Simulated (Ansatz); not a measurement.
Space group F-43m (No. 216). a = 4.403 Å, b = 4.403 Å, c = 4.403 Å, α = 90.00°, β = 90.00°, γ = 90.00°
```tsv
atom	site	symmetry	x	y	z
Al	4a	-43m	0.0000	0.0000	0.0000
N	4c	-43m	0.2500	0.2500	0.2500
```

Equation of state of this AlN structure (not necessarily the ground state), with shape and atoms relaxed at each volume where symmetry leaves them free. Level of theory: Ansatz, DFT PBE, scalar-relativistic, plane waves, PAW.

Cutoff 420 eV; k points 10×10×10 on the computed 2-atom cell (Γ-centred); Gaussian smearing, width 0.02 eV; no spin polarisation.

| V (Å³/atom) | E − E(largest V) (meV/atom) | P (GPa) | gap on mesh (eV) |
| --- | --- | --- | --- |
| 9.391 | 58.84 | 31.56 | 3.37 |
| 9.711 | 5.76 | 21.83 | 3.36 |
| 10.031 | -29.24 | 13.45 | 3.35 |
| 10.351 | -48.78 | 6.23 | 3.33 |
| 10.671 | -54.86 | 0.00 | 3.31 |
| 10.991 | -49.32 | -5.38 | 3.29 |
| 11.311 | -33.89 | -10.01 | 3.28 |
| 11.738 | 0.00 | -15.21 | 3.18 |

Q: Fit a third-order Birch–Murnaghan equation to E(V).

A: V0 = 10.67 Å³/atom, B0 = 193 GPa, B0' = 3.9.

This zinc-blende form isn't the usual stable structure of the compound.